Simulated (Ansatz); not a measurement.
# Cohesive energy of mercury across functionals

Ansatz, plane waves with scalar-relativistic PAW, 420 eV (500 eV for the SCAN forms).

The free atom is spin-polarised, without symmetry, in a box of 14 × 14.4 × 14.8 Å, in the lowest state that the tried spin starts reached (hybrids start from one state alone); no zero-point energy, no spin-orbit coupling, no dispersion.

The hybrid is evaluated at the semilocal geometry on a coarser k-mesh, and its energy is corrected by the semilocal functional's change from that mesh to the dense one.

```
functional  cohesive energy (eV/atom)  atom's moment (μB)               bound form
       LDA                       0.98                 0.0  alpha-Hg (rhombohedral)
    PBEsol                       0.57                 0.0  alpha-Hg (rhombohedral)
  m-r²SCAN                       0.46                 0.0  alpha-Hg (rhombohedral)
    r²SCAN                       0.46                 0.0  alpha-Hg (rhombohedral)
   r²SCANh                       0.42                 0.0  alpha-Hg (rhombohedral)
   r²SCAN0                       0.36                 0.0  alpha-Hg (rhombohedral)
       PBE                       0.17                 0.0  alpha-Hg (rhombohedral)
```

LDA binds most and PBE least.

m-r²SCAN is r²SCAN on the gauge-invariant kinetic-energy density; without spin polarisation the two are equal.
